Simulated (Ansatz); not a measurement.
Cr:

```
Cr
1.0
     2.71400    0.00000    0.00000
    -1.35700    2.35039    0.00000
     0.00000    0.00000    4.41000
Cr
2
Direct
  0.66667 0.33333 0.75000
  0.33333 0.66667 0.25000
```

This isn't the form of Cr at room conditions, which is bcc.

Alike in all runs: program Ansatz 0.2.0; functional PBE; potentials or basis Ansatz PAW; cutoff 420 eV (not typed: the program's choice for these potentials); k mesh 9 × 9 × 5; occupations fermi-dirac, width 0.05 eV.

**Question.** Only the start or the spin constraint differs. Which run ends lowest in energy?
A. collinear spin, ferromagnetic start of up to 2.25 μB; fixed moment 4.5
B. collinear spin, ferromagnetic start of up to 0.75 μB; fixed moment 1.5
C. collinear spin, ferromagnetic start of up to 3.75 μB; fixed moment 7.5
D. collinear spin, ferromagnetic start of up to 3 μB; fixed moment 6
E. collinear spin, program default start; fixed moment 0
F. collinear spin, ferromagnetic start of up to 1.5 μB; fixed moment 3

**Answer.** B.

| start | free energy over the lowest (meV/atom) | net moment (μB) | site or absolute moments (μB) | gap |
| --- | --- | --- | --- | --- |
| collinear spin, ferromagnetic start of up to 6 μB; fixed moment 12 | 5672.6 | 12.00 | Cr +4.86 | - |
| collinear spin, program default start; fixed moment 0 | 6.8 | 0.00 | - | - |
| collinear spin, ferromagnetic start of up to 4.5 μB; fixed moment 9 | 1828.6 | 9.00 | Cr +3.92 | - |
| collinear spin, ferromagnetic start of up to 0.75 μB; fixed moment 1.5 | 0.0 | 1.50 | Cr +0.69 | - |
| collinear spin, ferromagnetic start of up to 2.25 μB; fixed moment 4.5 | 179.1 | 4.50 | Cr +2.07 | - |
| collinear spin, ferromagnetic start of up to 3 μB; fixed moment 6 | 561.3 | 6.00 | Cr +2.71 | - |
| collinear spin, ferromagnetic start of up to 3.75 μB; fixed moment 7.5 | 1074.7 | 7.50 | Cr +3.34 | - |
| collinear spin, ferromagnetic start of up to 1.5 μB; fixed moment 3 | 26.3 | 3.00 | Cr +1.38 | - |

All polarised runs hold their moment fixed, so the table maps the energy against it. A still lower state may exist.

Caveats: the cell is far from rest, so the order of the states can change on relaxing; the total moment is fixed, so each spin has its own Fermi level.
